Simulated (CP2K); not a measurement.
The system is Pd.

```xyz
1
Lattice="2.7528 0.0000 0.0000 1.3764 2.3840 0.0000 1.3764 0.7947 2.2476" Properties=species:S:1:pos:R:3 pbc="T T T"
Pd    0.0000    0.0000    0.0000
```

Base run:

- Program: CP2K 2026.2
- Functional: optB88-vdW
- Potentials or basis: POTENTIAL_UZH Pd GTH-PBE-q18; TZVP-MOLOPT-PBE-GTH basis
- Density cutoff: 10204 eV
- k mesh: 12 × 12 × 12
- Occupations: fermi-dirac, width 0.05 eV
- Spin: no spin polarisation

Its results: band gap on the k mesh none (metal or under the smearing width); pressure 8.8 GPa.

After a change of settings the same cell gave: band gap on the k mesh none (metal or under the smearing width); pressure 12.4 GPa. Which change was it?
A. functional from optB88-vdW to PBEsol
B. functional from optB88-vdW to LDA
C. functional from optB88-vdW to SCAN
D. functional from optB88-vdW to revPBE

D.

Caveats: the potentials were made for another functional, which shifts forces and pressure; the basis of atomic orbitals isn't converged, which shifts pressures, moduli and gaps.

Runs at the PBE level aren't shown here.
